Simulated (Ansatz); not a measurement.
# I (hcp type): the cost of one run

Program: Ansatz 0.2.0. Level of theory: DFT PBE, with the methods named in each step. These are calculated values, not measurements.

## (1) The system as given

It takes space group P6_3/mmc (No. 194, hexagonal). The conventional cell has a = 4.268 Å, b = 4.268 Å, c = 4.908 Å, α = 90.00°, β = 90.00°, γ = 120.00°. Around I (site symmetry -6m2) lie 6 I at 3.48 Å.

Coordinates:

```
CELL_PARAMETERS angstrom
4.26834 0.00000 0.00000
-2.13417 3.69649 0.00000
0.00000 0.00000 4.90819
ATOMIC_POSITIONS crystal
I 0.33333 0.66667 0.25000
I 0.66667 0.33333 0.75000
```

Whether this phase is the stable one at these pressures isn't tested.

Atoms are numbered in the order of the input: I1, I2.

## (2) The reference volume, LAPW

The input, input.yaml:

```yaml
crystal:
  lattice:
    - [4.2683425836, 0.0, 0.0]
    - [-2.1341712918, 3.6964931094, 0.0]
    - [0.0, 0.0, 4.9081905839]
  atoms:
    - { symbol: I, position: [0.3333333333, 0.6666666667, 0.25] }
    - { symbol: I, position: [0.6666666667, 0.3333333333, 0.75] }
kpoints:
  mp_grid: { grid: [12, 12, 7] }
  band_path:
    path:
      - [0.0, 0.0, 0.0]
      - [0.5, 0.0, 0.0]
      - [0.3333333333, 0.3333333333, 0.0]
      - [0.0, 0.0, 0.0]
      - [0.0, 0.0, 0.5]
      - [0.5, 0.0, 0.5]
      - [0.3333333333, 0.3333333333, 0.5]
      - [0.0, 0.0, 0.5]
      - [0.5, 0.0, 0.5]
    npoints: 14
scf:
  occupations: { method: fermi_dirac, width: 0.08 }
hamiltonian:
  xc: pbe
  pseudopotentials: { kind: all_electron, lapw: { basis_error: 0.001 } }
output:
  forces: true
  stress: true
  eigenvalues: true
  populations: true
  dos: { projected: true, de: 0.2, e_range: [-14, 8] }
```

Run with:

```sh
$ ansatz run input.yaml --threads 1 --pin off --max-ram 2048MiB --backend cpu --events-out ev --progress --plain --runs-dir out
```

What time and memory should one allow on 1 thread of Intel Xeon 6975P-C (Granite Rapids), shared host?

About 12 s, with a peak of 0.38 GiB.
